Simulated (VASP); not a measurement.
# HgTe: an input that fails (relaxed cell and band gap)

HgTe, F-43m (no. 216), 2 atoms in the cell.

INCAR:
```
SYSTEM = HgTe
PREC = Accurate
ENCUT = 600
EDIFF = 1E-7
ISMEAR = 0
SIGMA = 0.02
LREAL = .False.
LASPH = .True.
GGA_COMPAT = .False.
ALGO = Normal
NELM = 80
ISIF = 3
LWAVE = .False.
LCHARG = .False.
XC = PE PS
XC_C = 0.5
IBRION = 2
EDIFFG = -0.005
NSW = 20
```

KPOINTS:
```
k-points
0
Gamma
  6 6 6
```

POSCAR:
```
HgTe
1.0
    0.0000000000      3.2145000000      3.2145000000
    3.2145000000      0.0000000000      3.2145000000
    3.2145000000      3.2145000000      0.0000000000
Hg Te
1 1
Direct
    0.0000000000      0.0000000000      0.0000000000
    0.7500000000      0.7500000000      0.7500000000
```

Commands:
```
cat potpaw_PBE.64/Hg/POTCAR potpaw_PBE.64/Te/POTCAR > POTCAR
mpirun -np 1 vasp_std > vasp.out
```

VASP stops with:
```
Error reading item XC_C from file INCAR. Error code was IERR= 5 ... . ---->  I REFUSE TO CONTINUE WITH THIS SICK JOB ... BYE!!! <----
```

Cause: wrong count of factors.
